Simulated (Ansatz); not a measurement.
Fe: relaxation of cell and atoms with RPBE+D3(BJ)

Crystal: Fe.

```
Fe
1.0
     2.43416    0.00000    0.00000
    -1.21708    2.10804    0.00000
     0.00000    0.00000    3.84193
Fe
2
Direct
  0.66667 0.33333 0.75000
  0.33333 0.66667 0.25000
```

This isn't the form of Fe at room conditions, which is bcc.

| Property | Result |
| --- | --- |
| Program | Ansatz 0.2.0 |
| Task | relaxation of cell and atoms |
| Functional | RPBE |
| Dispersion | D3(BJ) |
| Potentials or basis | Ansatz PAW |
| Cutoff | 420 eV (not typed: the program's choice for these potentials) |
| k mesh | 12 × 12 × 7 |
| Occupations | fermi-dirac, width 0.05 eV |
| Spin | collinear spin, ferromagnetic start |
| Starting moments | [3.0, 3.0] μB |

```json
{"Relaxed volume": "9.36 Å³/atom", "Relaxed cell": "a = 2.388 Å, b = 2.388 Å, c = 3.793 Å, α = 90.00°, β = 90.00°, γ = 120.00°", "Space group after relaxing (to 0.05 Å)": "P6_3/mmc (No. 194)", "Energy gained by relaxing": "26.6 meV/atom", "Ionic steps": "5", "Pressure after relaxing": "0.0 GPa", "Net moment": "0.00 μB per cell", "Absolute moment": "0.00 μB per cell"}
```

The path:
```tsv
step	energy change (eV)	largest force (eV/Å)	volume (Å³)
1	0.0000	0.0000	19.71
2	-0.0432	0.0000	19.16
3	-0.0541	0.0000	18.69
4	-0.0541	0.0000	18.73
5	-0.0533	0.0000	18.73
```

Final structure:
```
Fe
1.0
     2.38771    0.00000    0.00000
    -1.19386    2.06782    0.00000
     0.00000    0.00000    3.79281
Fe
2
Direct
  0.66667 0.33333 0.75000
  0.33333 0.66667 0.25000
```

Wall time 43 s on 2 threads of Intel(R) Xeon(R) Processor @ 2.50GHz (Skylake/Cascade Lake), on a shared host, peak memory 0.37 GiB.

Caveat: the starting moments collapsed, and a magnetic state may lie lower; the plane-wave basis is chosen anew once the cell has moved, so the energies of steps on either side of that aren't comparable; the PAW data sets come from PBE, with cores solved anew for the run's functional, which leaves a small shift of forces and pressure; the starting moments weren't kept.
